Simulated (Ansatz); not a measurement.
# BN: a tetragonal deformation path

One table from this session's results is given with a row withheld; the runs are named, their logs left out.

Program: Ansatz 0.2.0. Level of theory: DFT r2SCAN, scalar-relativistic, plane waves, PAW. These are calculated values, not measurements.

1 further run of the same task is left out (set aside as unsound or not needed). Runs told in other sessions of the task aren't counted.

## The system as given

It takes space group F-43m (No. 216, cubic). Conventional cell: a = 3.610 Å, b = 3.610 Å, c = 3.610 Å, α = 90.00°, β = 90.00°, γ = 90.00°. B (site symmetry -43m) has 4 N at 1.56 Å in its first shell of neighbours. Around N (site symmetry -43m) lie 4 B at 1.56 Å.

Structure file:

```
B N
1.0
     0.00000    1.80481    1.80481
     1.80481    0.00000    1.80481
     1.80481    1.80481    0.00000
B N
1 1
Direct
  0.00000 0.00000 0.00000
  0.75000 0.75000 0.75000
```

It goes back to an entry of the Materials Project.

This cell was relaxed beforehand with the same method: volume 5.88 Å³/atom, gap on the mesh 5.00 eV.

The first run:

The input, input.yaml:

```yaml
crystal:
  lattice:
    - [0.0, 1.8048137558, 1.8048137558]
    - [1.8048137558, 0.0, 1.8048137558]
    - [1.8048137558, 1.8048137558, 0.0]
  atoms:
    - { symbol: B, position: [0.0, 0.0, 0.0] }
    - { symbol: "N", position: [0.75, 0.75, 0.75] }
basis:
  ecutwfc: 500
kpoints:
  mp_grid: { grid: [12, 12, 12] }
hamiltonian:
  xc: r2scan
scf:
  occupations: { method: gaussian, width: 0.05 }
output:
  forces: true
  stress: true
  eigenvalues: true
```

Command:

```bash
> ansatz run input.yaml --threads 1 --pin off --max-ram 2560MiB --backend cpu --events-out ev --progress --plain --runs-dir out
```

Among the steps run: The undisturbed cell; Point ρ = 0.707; ρ = 1.414; ρ = 0.850; Point ρ = 1.200; Point ρ = 0.780; At ρ = 1.300; ρ = 0.920; At ρ = 1.100; Point ρ = 0.650; Point ρ = 1.500; ρ = 0.960; At ρ = 1.050.

One table of the session follows, with a row left open; its other results are not shown here.

The scan, with free energies counted from the undisturbed cell:

```
    ρ  ΔE (meV/atom)  pressure (GPa)  gap on the mesh (eV)
0.650         1005.1            -5.4                  0.34
0.707          689.2            -3.7                  1.31
0.780          384.2            -1.8                  1.80
0.850          178.4            -0.6                  2.58
0.920           50.8            -0.1                  3.61
0.960           12.7             0.0                  4.28
1.000            0.0             0.0                  5.00
1.050              ?               ?                     ?
1.100           78.6             0.1                  4.12
1.200          309.1             0.7                  3.28
1.300          679.5             2.3                  2.40
1.414         1252.3             5.8                  1.28
1.500         1775.6             9.7                  0.21
```

Q: Estimate the row for ρ = 1.050 from the others.

Worked estimate for «ΔE (meV/atom)». A straight line through the neighbours (1.000, 0.0) and (1.100, 78.6) gives 0.0 + (78.6 − 0.0) × (1.050 − 1.000) / (1.100 − 1.000) = 39.3; a parabola fitted to 4 rows on both sides gives 20.3.

**Answer.** ΔE (meV/atom): 19.7; pressure (GPa): 0.0; gap on the mesh (eV): 4.55. In «ΔE (meV/atom)» the line misses by +19.6 and the parabola by +0.6.
